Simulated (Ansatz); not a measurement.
I:

```xyz
4
Lattice="3.6350 -2.3950 0.0000 3.6350 2.3950 0.0000 0.0000 0.0000 9.7934" Properties=species:S:1:pos:R:3 pbc="T T T"
I     3.6350   -0.7152    3.7646
I     3.6350    1.6799    1.1321
I     3.6350    0.7152    6.0288
I     3.6350   -1.6799    8.6613
```

Base run:

| Quantity | Value |
| --- | --- |
| Program | Ansatz 0.2.0 |
| Functional | HSE06 form with a typed share of exact exchange |
| Potentials or basis | Ansatz PAW |
| Cutoff | 420 eV (not typed: the program's choice for these potentials) |
| k mesh | 4 × 4 × 2 |
| Occupations | fermi-dirac, width 0.05 eV |
| Spin | no spin polarisation |

Its results: band gap on the k mesh 1.62 eV, indirect (least direct gap 1.77 eV); pressure 1.5 GPa; largest force 0.621 eV/Å.

**Question.** After a change of settings the same cell gave: band gap on the k mesh 3.11 eV, indirect (least direct gap 3.39 eV); pressure 0.3 GPa; largest force 0.192 eV/Å. Which change was it?
A. share of exact exchange from 0.1 to 0.35
B. share of exact exchange from 0.1 to 0.5
C. share of exact exchange from 0.1 to 0.15
D. functional from HSE06 form with a typed share of exact exchange to HSE06; share of exact exchange from 0.1 to 0.25

**Answer.** B.

Caveats: spin-orbit coupling is left out, which moves the levels of the heavy elements; the PAW data sets come from PBE, with cores solved anew for the run's functional, which leaves a small shift of forces and pressure; the thresholds are loose for stress.
